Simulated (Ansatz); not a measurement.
# Titanium, fcc under PBE: ground state and equation of state, part 3 of 3

Aim: take titanium in the fcc structure, relax it, solve it on a dense k-mesh, then scale the cell to 7 volumes from 88 to 112 % of the relaxed one and try a fit of the equation of state. The start is ferromagnetic. The k-meshes are 13×13×13 for the relaxation; 22×22×22 for the dense run; 15×15×15 for the volumes.

Ansatz 0.2.0; DFT, PBE, plane waves (420 eV) with PAW, scalar-relativistic.

**9. At 108 % of the relaxed volume**

This is Ti in the fcc structure; at room conditions it is hcp.

Input file input.yaml:

```yaml
crystal:
  lattice:
    - [0.0, 2.1093058317, 2.1093058317]
    - [2.1093058317, 0.0, 2.1093058317]
    - [2.1093058317, 2.1093058317, 0.0]
  atoms:
    - { symbol: Ti, position: [0.0, 0.0, 0.0], spin: 1.0 }
hamiltonian:
  xc: pbe
  pseudopotentials:
    kind: paw
    azcp:
      Ti: "pseudopotentials/Ti.paw.azcp"
basis:
  ecutwfc: 420
  fft_grid_basis: typed
kpoints:
  mp_grid: { grid: [15, 15, 15], shift: [0, 0, 0] }
magnetization:
  spin_polarized: true
scf:
  occupations: { method: fermi_dirac, width: 0.05 }
  lower_state_search: "off"
output:
  stress: true
```

Started as:

```sh
$ ansatz run input.yaml --threads 2 --pin off --max-ram 6144MiB --backend cpu --events-out ev --progress --plain --runs-dir out
```

The log of the run, cut to the lines that bear on the results:

```text
Warning: RAYON_NUM_THREADS=2 ignored (pool sized by the plan → 2); use --threads N
[...]
Pseudopotentials: kind: paw
Pseudopotential: Ti, paw, valence charge 12, recommended cutoff 420 eV (normal), <dir>
Functional definition: PBE
[...]
Crystal: 1 atoms, lattice volume = 18.769 Å³
Basis set: ecut = 420 eV, 339 PW (Γ)
Bands: 11, of which v1, the nominal top of the filled ones, is band 6 counted from 1 (5 counted from 0)
Symmetry: 48 space group operations
Space group: Fm-3m (ITA 225), of the structure as read, at distance tolerance 2.7e-5 Å
[...]
WARN: the starting moments were not kept: the SCF closed with an absolute magnetisation of 1.5e-6 μB, where they sum to 1 μB in size (1 site). That is at most 0.1 of that sum. Measured as dr2_m measures the in/out step, that magnetisation stands 5.8e-13 eV from none, at or under the [...]
SCF converged after 16 iterations
Magnetization: 0.0000 μB (6.0000 up, 6.0000 down)
Absolute magnetization: 0.0000 μB (∫|ρ↑−ρ↓|, with the PAW one-centre terms)
Spin contamination: 0.0000 ħ² per cell (⟨S²⟩ above its minimum at these occupations)
Per-site moments (μB) at R_I (Å): [(9.94193342495549e-7, 1.2304911771829055)]
Free energy (F): -2499.583384 eV
[...]
E sigma→0 (E₀):  -2499.575899 eV
Entropy (-TS):   -0.014971 eV (-14.971 meV/atom)
Fermi energy:    12.077845 eV
[...]
--- Stress (GPa, compression-positive) ---
       -7.202782       0.000000       0.000000
       -0.000000      -7.202782      -0.000000
       -0.000000       0.000000      -7.202782
  P = ⅓ Tr σ = -7.2028 GPa (-72.028 kbar)
```

Run time: 2.3 s. Hardware: 2 threads of Arm Neoverse V2, shared host; peak memory 0.27 GiB.

**10. At 112 % of the relaxed volume**

input.yaml, as its differences from that of step 9:

```diff
@@ -2,5 +2,5 @@
   lattice:
-    - [0.0, 2.1093058317, 2.1093058317]
-    - [2.1093058317, 0.0, 2.1093058317]
-    - [2.1093058317, 2.1093058317, 0.0]
+    - [0.0, 2.1350316089, 2.1350316089]
+    - [2.1350316089, 0.0, 2.1350316089]
+    - [2.1350316089, 2.1350316089, 0.0]
   atoms:
```

Started as:

```sh
$ ansatz run input.yaml --threads 2 --pin off --max-ram 6144MiB --backend cpu --events-out ev --progress --plain --runs-dir out
```

The log of the run, cut to the lines that bear on the results:

```text
Warning: RAYON_NUM_THREADS=2 ignored (pool sized by the plan → 2); use --threads N
[...]
Pseudopotentials: kind: paw
Pseudopotential: Ti, paw, valence charge 12, recommended cutoff 420 eV (normal), <dir>
Functional definition: PBE
[...]
Crystal: 1 atoms, lattice volume = 19.464 Å³
Basis set: ecut = 420 eV, 339 PW (Γ)
Bands: 11, of which v1, the nominal top of the filled ones, is band 6 counted from 1 (5 counted from 0)
Symmetry: 48 space group operations
Space group: Fm-3m (ITA 225), of the structure as read, at distance tolerance 2.7e-5 Å
[...]
WARN: the starting moments were not kept: the SCF closed with an absolute magnetisation of 1.6e-5 μB, where they sum to 1 μB in size (1 site). That is at most 0.1 of that sum. Measured as dr2_m measures the in/out step, that magnetisation stands 7.5e-11 eV from none, at or under the [...]
SCF converged after 15 iterations
Magnetization: 0.0000 μB (6.0000 up, 6.0000 down)
Absolute magnetization: 0.0000 μB (∫|ρ↑−ρ↓|, with the PAW one-centre terms)
Spin contamination: 0.0000 ħ² per cell (⟨S²⟩ above its minimum at these occupations)
Per-site moments (μB) at R_I (Å): [(1.2070731923949605e-5, 1.245498646178172)]
Free energy (F): -2499.545960 eV
[...]
E sigma→0 (E₀):  -2499.538080 eV
Entropy (-TS):   -0.015759 eV (-15.759 meV/atom)
Fermi energy:    11.551056 eV
[...]
--- Stress (GPa, compression-positive) ---
       -9.959287      -0.000000       0.000000
       -0.000000      -9.959287      -0.000000
        0.000000       0.000000      -9.959287
  P = ⅓ Tr σ = -9.9593 GPa (-99.593 kbar)
```

Wall time 2.4 s (2 threads of Arm Neoverse V2, shared host); peak memory 0.28 GiB.

**11. The equation of state**

All volumes keep the relaxed shape and fractional coordinates.

```
V (Å³/atom)  E − E₀ (meV/atom)  P from the stress (GPa)  P from the fit (GPa)
     15.294              102.3                    17.21                 17.19
     15.989               42.8                    10.47                 10.43
     16.684               10.1                     4.82                  4.78
     17.379                0.0                     0.08                  0.04
     18.074                8.7                    -3.89                 -3.94
     18.769               33.3                    -7.20                 -7.29
     19.464               71.2                    -9.96                -10.10
```

A third-order Birch-Murnaghan fit gives V₀ = 17.385 Å³/atom, B₀ = 108 GPa and B₀′ = 3.4; it misses no point by more than 0.05 meV/atom.

Fit and stress differ a little: one follows E(σ → 0), the other the smeared free energy.

**12. Results**

What follows sums up all 3 parts.

```
                      quantity                         value
space group (spins left aside)               Fm-3m (No. 225)
             conventional cell                   a = 4.112 Å
                        volume                17.379 Å³/atom
             shortest distance                       2.907 Å
               gap on the mesh  none (levels filled in part)
                magnetic state                  non-magnetic
               relative to hcp                  +58 meV/atom
                   V₀, B₀, B₀′  17.385 Å³/atom, 108 GPa, 3.4
```

In words: From the guessed start the volume shrank by 1.6 % in 4 steps. Against the reference form of titanium (hcp, computed apart with the same settings) it stands 58 meV/atom higher. The moments die out: the run ends non-magnetic. Levels at the Fermi energy are filled in part, as in a metal. B₀ comes out at 108 GPa. Relaxation kept the symmetry; phonons were not checked.
